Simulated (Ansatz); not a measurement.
A plane-wave DFT run in Ansatz 0.2.0 (scalar-relativistic PAW potentials unless the input names others): input and command.

```yaml
crystal:
  lattice:
    - [2.0318716007, 3.5193048468, 0.0]
    - [0.0005522741, -0.0003188556, 6.6894324741]
    - [6.1117594635, -3.5286259714, 0.0006723532]
  atoms:
    - { symbol: Ga, position: [0.5, 0.4991830912, 0.1665023294] }
    - { symbol: In, position: [1.0, 0.4994449232, 0.6661128977] }
    - { symbol: In, position: [0.5, -0.0001730531, 0.8389177309] }
    - { symbol: In, position: [1.0, 0.0016921358, 0.3275702642] }
    - { symbol: P, position: [0.5, 0.8540171642, 0.1682173205] }
    - { symbol: P, position: [1.0, 0.8784784089, 0.6644167962] }
    - { symbol: P, position: [0.5, 0.3793984471, 0.8499994211] }
    - { symbol: P, position: [1.0, 0.3839588828, 0.3182632398] }
basis:
  ecutwfc: 420
  ecutrho_ratio: 0
kpoints:
  mp_grid: { grid: [8, 4, 4] }
hamiltonian:
  xc: pbesol
scf:
  occupations: { method: gaussian, width: 0.02 }
  max_iter: 80
output:
  forces: true
  eigenvalues: true
  stress: true
```

```bash
ansatz run input.yaml --threads 1 --pin off --max-ram 2560MiB --backend cpu --events-out ev --progress --plain --runs-dir out
```

Task: Will this input run?

Result: The program refuses it, because of a density cutoff too low for products of the waves, which reach up to 4 times the waves' cutoff (basis.ecutrho_ratio: not typed → 0). Without that key it is accepted.

Abridged log:
```
Error: invalid value for `basis.ecutrho_ratio`: must be in [1, 1024]; got 0
```

Cost: 1 run of about 0.0055 core-minutes, on Intel Xeon Platinum 8259CL (Skylake/Cascade Lake) (shared hosts).